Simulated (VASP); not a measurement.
Set up this calculation in VASP 6.6.1, as the native input.

| Quantity | Value |
| --- | --- |
| Task | single point |
| Functional | PBEsol |
| Potentials or basis | VASP PAW PBE potentials, release 64 (Ir, O) |
| Cutoff | 520 eV |
| k mesh | 5 × 5 × 7 |
| Occupations | gaussian, width 0.05 eV |
| Spin | collinear spin, zero start |
| Starting moments | [0.0, 0.0, 0.0, 0.0, 0.0, 0.0] μB |
| Fixed moment | 0 μB |
| Dipole correction | no |
| Further INCAR settings | ALGO = Fast; EDIFF = 1e-07; NBANDS = 34 |

The structure of IrO2 lies in POSCAR:

```
IrO2
1.0
    4.4990002600      0.0000000000      0.0000000000
    0.0000000000      4.4990002600      0.0000000000
    0.0000000000      0.0000000000      3.1460001800
Ir O
2 4
Direct
    0.0000000000      0.0000000000      0.0000000000
    0.5000000000      0.5000000000      0.5000000000
    0.3110000000      0.3110000000      0.0000000000
    0.1890000000      0.8110000000      0.5000000000
    0.6890000000      0.6890000000      0.0000000000
    0.8110000000      0.1890000000      0.5000000000
```

One way to write it, as run:

INCAR

```
  PREC = Accurate
  ENCUT = 520
  EDIFF = 1E-7
  ISMEAR = 0
  SIGMA = 0.05
  LREAL = F
  LASPH = T
  NELM = 150
  ALGO = Fast
  ISIF = 2
  LWAVE = F
  LCHARG = T
  ISPIN = 2
  MAGMOM = 0 0 0 0 0 0
  LORBIT = 11
  NUPDOWN = 0.0
  LMAXMIX = 4
  GGA = PS
  LELF = T
  LVHAR = T
  NBANDS = 34
```

KPOINTS

```
regular mesh
0
Gamma
  5 5 7
```

Potentials or basis: VASP PAW PBE potentials, release 64 (Ir, O).

Launch:

```sh
$ cat potpaw_PBE.64/Ir/POTCAR potpaw_PBE.64/O/POTCAR > POTCAR
$ mpirun -np 1 vasp_std > vasp.out
```

It gave:

* Pressure: 1.0 GPa
* Largest force: 0.604 eV/Å
* Net moment: 0.00 μB per cell
* Valence electrons inside the program's atomic spheres: Ir 8.38; O 4.99

Caveat: the PAW data sets were made with another functional, which shifts forces and pressure a little; the total moment is fixed, so each spin has its own Fermi level.

It took 45 s on 1 thread of Intel(R) Xeon(R) 6975P-C (Granite Rapids), on a shared host, peak memory 0.24 GiB.
